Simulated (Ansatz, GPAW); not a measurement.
Given: the input of a run of GPAW 26.7.0 (ASE script) on Sn. 

File run.py:

```python
from ase.dft.bandgap import bandgap
from ase.io import read, write
from ase.units import GPa
from gpaw import GPAW, PW

atoms = read('POSCAR')

calc = GPAW(mode=PW(600),
            xc='RPBE',
            kpts={'size': (9, 9, 9), 'gamma': True},
            occupations={'name': 'methfessel-paxton', 'order': 0, 'width': 0.1},
            nbands=24,
            convergence={'density': 1e-05, 'energy': 1e-05},
            maxiter=150,
            txt='gpaw.txt')
atoms.calc = calc
energy = atoms.get_potential_energy()
forces = atoms.get_forces()
stress = atoms.get_stress()
calc.write('gs.gpw')
write('result.traj', atoms)
print(f'Energy: {energy:.6f} eV')
print('Forces (eV/A):')
print(forces.round(4))
print('Stress (GPa):', (stress / GPa).round(3))
print('Fermi level:', round(calc.get_fermi_level(), 4), 'eV')
print(f'Gap: {bandgap(calc)[0]:.4f} eV, direct: {bandgap(calc, direct=True)[0]:.4f} eV')
```

Contents of POSCAR:

```
Sn
1.0
   -2.9401404553      2.9401404553      1.5993019889
    2.9401404553     -2.9401404553      1.5993019889
    2.9401404553      2.9401404553     -1.5993019889
Sn
2
Direct
    0.0000000000      0.0000000000      0.0000000000
    0.7500000000      0.2500000000      0.5000000000
```

Potentials or basis: the program's PAW data sets (release 1.2.1) made for this functional, pw.

The run is started by

```bash
$ OMP_NUM_THREADS=1 python run.py
```

Problem. What does the same run look like in Ansatz 0.2.0? Potentials or basis there: all-electron LAPW, scalar-relativistic.

Solution. As run (cutoffs and basis follow the program's own potentials, and thresholds, step limits or extra output files can differ):

input.yaml

```yaml
crystal:
  lattice:
    - [-2.9401404553, 2.9401404553, 1.5993019889]
    - [2.9401404553, -2.9401404553, 1.5993019889]
    - [2.9401404553, 2.9401404553, -1.5993019889]
  atoms:
    - { symbol: Sn, position: [0.0, 0.0, 0.0] }
    - { symbol: Sn, position: [0.75, 0.25, 0.5] }
kpoints:
  mp_grid: { grid: [9, 9, 9] }
scf:
  occupations: { method: gaussian, width: 0.1 }
hamiltonian:
  xc: rpbe
  pseudopotentials: { kind: all_electron, lapw: { basis_error: 0.001 } }
output:
  forces: true
  stress: true
  eigenvalues: true
```

Potentials or basis: all-electron LAPW, scalar-relativistic.

Command:

```console
$ ansatz run input.yaml --threads 1 --pin off --max-ram 3072MiB --backend cpu --events-out ev --progress --plain --runs-dir out
```

Both were run:

|  | GPAW | Ansatz |
| --- | --- | --- |
| Pressure | 2.6 GPa | 2.9 GPa |

Where Ansatz's input types no cutoff or centring, it takes its own default and a Γ-centred mesh.

Pressure is positive in compression.
